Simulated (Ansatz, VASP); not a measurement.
## Al in VASP and in Ansatz

The input INCAR:

```
SYSTEM = Al
PREC = Accurate
ENCUT = 520
EDIFF = 1E-7
ISMEAR = -1
SIGMA = 0.05
LREAL = .False.
LASPH = .True.
NELM = 60
ALGO = Normal
ISIF = 2
LWAVE = .False.
LCHARG = .False.
GGA = PS
NBANDS = 8
```

Contents of KPOINTS:

```
Automatic mesh
0
Gamma
  14 14 14
  0 0 0
```

The input POSCAR:

```
Al
1.0
    0.0607194000      2.0543397000      2.0543397000
    2.0543397000      0.0607194000      2.0543397000
    2.0543397000      2.0543397000      0.0607194000
Al
1
Direct
    0.0000000000      0.0000000000      0.0000000000
```

Input for Ansatz:

```yaml
crystal:
  lattice:
    - [0.0607194, 2.0543397, 2.0543397]
    - [2.0543397, 0.0607194, 2.0543397]
    - [2.0543397, 2.0543397, 0.0607194]
  atoms:
    - { symbol: Al, position: [0.0, 0.0, 0.0] }
kpoints:
  mp_grid: { grid: [14, 14, 14] }
  band_path:
    path:
      - [0.0, 0.0, 0.0]
      - [0.5, 0.5, 0.5]
      - [0.2428775097, 0.5, 0.7571224903]
      - [-0.2428775097, 0.2428775097, 0.5]
      - [0.0, 0.0, 0.5]
      - [0.0, 0.0, 0.0]
      - [-0.3714387548, 0.0, 0.3714387548]
      - [0.0, 0.3714387548, 0.6285612452]
      - [0.0, 0.5, 0.5]
    npoints: 5
scf:
  occupations: { method: fermi_dirac, width: 0.05 }
hamiltonian:
  xc: pbesol
  pseudopotentials: { kind: all_electron, lapw: { basis_error: 0.001 } }
output:
  forces: true
  stress: true
  eigenvalues: true
```

Change from the starting cell: equal xy, yz and zx shear strains of +3 %.

Alike in both runs: task single point; functional PBEsol; k mesh 14 × 14 × 14; occupations fermi-dirac, width 0.05 eV; no spin polarisation.

```csv
,VASP,Ansatz
version,VASP 6.6.1,Ansatz 0.2.0
potentials or method,"VASP PAW PBE potentials, release 64 (Al)","all-electron LAPW, scalar-relativistic"
plane-wave cutoff (eV),520,see its input
```

Ansatz gave:

| Property | Result |
| --- | --- |
| pressure (GPa) | -1.8 |
| largest component of the traceless stress (GPa) | 0.17 |

Question: Which values does VASP return?

Answer: Pressure (GPa): -1.7; largest component of the traceless stress (GPa): 0.18.

Ansatz ran all-electron here, so the differences hold the error of VASP's frozen core and of both bases.

Caveats: the PAW data sets were made with another functional, which shifts forces and pressure a little (VASP).
